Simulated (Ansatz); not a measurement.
Runs of Ansatz 0.2.0 on Ir. The structure is hexagonal, space group P6_3/mmc (No. 194). Conventional cell: a = 2.751 Å, b = 2.751 Å, c = 4.462 Å, α = 90.00°, β = 90.00°, γ = 120.00°. Ir (site symmetry -6m2) is surrounded by 12 Ir at 2.74 to 2.75 Å. This isn't the form of Ir at room conditions, which is fcc.

```tsv
level	gap on the mesh (eV)	pressure (GPa)	relaxed volume (Å³/atom)
PBE	none	0.0	14.57
PBE+D4	none	0.0	14.20
PBE+D3(BJ)-ATM	none	0.0	14.32
PBE+D3(BJ)	none	0.0	(a)
```

Alike in all rows: task relaxation of cell and atoms; potentials or basis Ansatz PAW; no spin polarisation; cell relaxed; k mesh 11 × 11 × 6; cutoff (eV) 420; smearing fermi-dirac 0.05 eV.

Q: Estimate the missing entries.

A: (a) 14.23.

Caveats: the plane-wave basis is chosen anew once the cell has moved, so the energies of steps on either side of that aren't comparable; pairwise dispersion overbinds metals, which lowers pressure and volume (some runs).

A k mesh can miss the band edges, and the runs leave out spin-orbit coupling on Ir.

A gap of «none» marks a metal or a gap under the smearing width.
